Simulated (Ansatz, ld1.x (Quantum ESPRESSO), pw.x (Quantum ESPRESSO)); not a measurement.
## silicon (Si): does the RRKJ potential hold in the solid?

```
Element                 : Si (Z = 14)
Generator               : ld1.x (Quantum ESPRESSO) 7.5
Type                    : norm-conserving RRKJ (Kleinman–Bylander form)
Functional              : LDA (PW92)
Relativity              : scalar-relativistic
Frozen core             : [Ne]
Valence charge          : 4
Reference configuration : 3s1 3p0 (charge +3)
Partial waves           : 3s (bound): rc 1.50 bohr; 3p (bound, empty): rc 1.80 bohr; 3d channel at -0.15 Ry: rc 1.75 bohr
Local potential         : all-electron potential smoothed inside 1.20 bohr (lloc = -2)
Core correction         : none
rho0                    : 0.02
```

Crystal test: sc Si in pw.x 7.5, no spin, 13³ k-points, Fermi–Dirac smearing 0.01 Ry, cutoffs 75/300 Ry. The reference is all-electron LAPW (Ansatz 0.2.0) with the same functional, mesh and smearing; V0 and B0 come from Birch–Murnaghan fits to the pressures at five volumes. Errors are pseudo minus all-electron; Δ is the rms difference of the E(V) curves that follow from these fits, minima aligned, over ±6 % about the mean V0. Mesh and smearing are coarse, so the numbers serve the comparison and aren't converged zero-temperature values; the lattice is a test structure that the element need not adopt.

```csv
V (Å³/atom),P all-electron (GPa),P pseudo (GPa)
14.919,6.32,-0.08
15.311,3.01,-2.89
15.704,0.11,-5.34
16.097,-2.43,-7.47
16.489,-4.66,-9.32
```

All-electron: a0 = 2.505 Å (V0 = 15.72 Å³/atom), B0 = 108.0 GPa.

Pseudopotential: mean pressure error (GPa): -5.49. The pressure does not cross zero within the volumes sampled, so no fit is given. This is a poor potential for the solid.

Problem. At the middle volume, how do free energy and pressure move when the wave cutoff is lowered (ecutrho kept at four times it)?

Solution.

```
cutoff (Ry)  shift of F (meV/atom)  shift of P (GPa)
         34                 +174.5             -3.50
         45                  +59.0             -2.01
         60                   +8.6             -0.47
```

Input at the middle volume:

```
&control
  calculation='scf', prefix='x', pseudo_dir='./', outdir='./tmp', tstress=.true., disk_io='low'
/
&system
  ibrav=0, nat=1, ntyp=1, ecutwfc=75, ecutrho=300, nbnd=9,
  occupations='smearing', smearing='fd', degauss=0.01
/
&electrons
  conv_thr=1e-09, mixing_beta=0.4, electron_maxstep=70
/
ATOMIC_SPECIES
Si 1.0 Si.UPF
CELL_PARAMETERS angstrom
  2.50420625 0.00000000 0.00000000
  0.00000000 2.50420625 0.00000000
  0.00000000 0.00000000 2.50420625
ATOMIC_POSITIONS crystal
Si 0.0000 0.0000 0.0000
K_POINTS automatic
13 13 13 0 0 0
```

```bash
pw.x < Si.scf.in > Si.scf.out
```

Lines of the output:

```
Message from routine setup:
     using ibrav=0 with symmetry is DISCOURAGED, use correct ibrav instead
     lattice parameter (alat)  =       4.7323  a.u.
     unit-cell volume          =     105.9758 (a.u.)^3
     number of electrons       =         4.00
     number of Kohn-Sham states=            9
     kinetic-energy cutoff     =      75.0000  Ry
     charge density cutoff     =     300.0000  Ry
     scf convergence threshold =      1.0E-09
     Exchange-correlation= PW
     number of k points=    84  Fermi-Dirac smearing, width (Ry)=  0.0100
     iteration #  1     ecut=    75.00 Ry     beta= 0.40
     total energy              =      -8.02661326 Ry
     estimated scf accuracy    <       0.27175274 Ry
     iteration #  2     ecut=    75.00 Ry     beta= 0.40
     total energy              =      -7.99463458 Ry
     estimated scf accuracy    <       0.07726487 Ry
     iteration #  3     ecut=    75.00 Ry     beta= 0.40
     total energy              =      -8.00002083 Ry
     estimated scf accuracy    <       0.00025336 Ry
     iteration #  4     ecut=    75.00 Ry     beta= 0.40
     total energy              =      -8.00003633 Ry
     estimated scf accuracy    <       0.00018507 Ry
     iteration #  5     ecut=    75.00 Ry     beta= 0.40
     total energy              =      -8.00004738 Ry
     estimated scf accuracy    <       0.00000023 Ry
     iteration #  6     ecut=    75.00 Ry     beta= 0.40
     total energy              =      -8.00004763 Ry
     estimated scf accuracy    <       0.00000023 Ry
     iteration #  7     ecut=    75.00 Ry     beta= 0.40
     total energy              =      -8.00004759 Ry
     estimated scf accuracy    <       0.00000020 Ry
     iteration #  8     ecut=    75.00 Ry     beta= 0.40
     total energy              =      -8.00004760 Ry
     estimated scf accuracy    <          3.6E-09 Ry
     iteration #  9     ecut=    75.00 Ry     beta= 0.40
     total energy              =      -8.00004760 Ry
     estimated scf accuracy    <          1.3E-09 Ry
     iteration # 10     ecut=    75.00 Ry     beta= 0.40
     the Fermi energy is     8.7335 ev
!    total energy              =      -8.00004760 Ry
     estimated scf accuracy    <          5.3E-10 Ry
     smearing contrib. (-TS)   =      -0.00200942 Ry
     The total energy is F=E-TS. E is the sum of the following terms:
     one-electron contribution =       3.89149460 Ry
     hartree contribution      =       0.13840147 Ry
     xc contribution           =      -2.43490225 Ry
     ewald contribution        =      -9.59303199 Ry
     convergence has been achieved in  10 iterations
          total   stress  (Ry/bohr**3)                   (kbar)     P=      -53.36
```

The run at the middle volume (84 k-points, 10 iterations) took about 12 s on one core of a shared host (Neoverse-V1, 32 threads, 247 GiB, load 16).
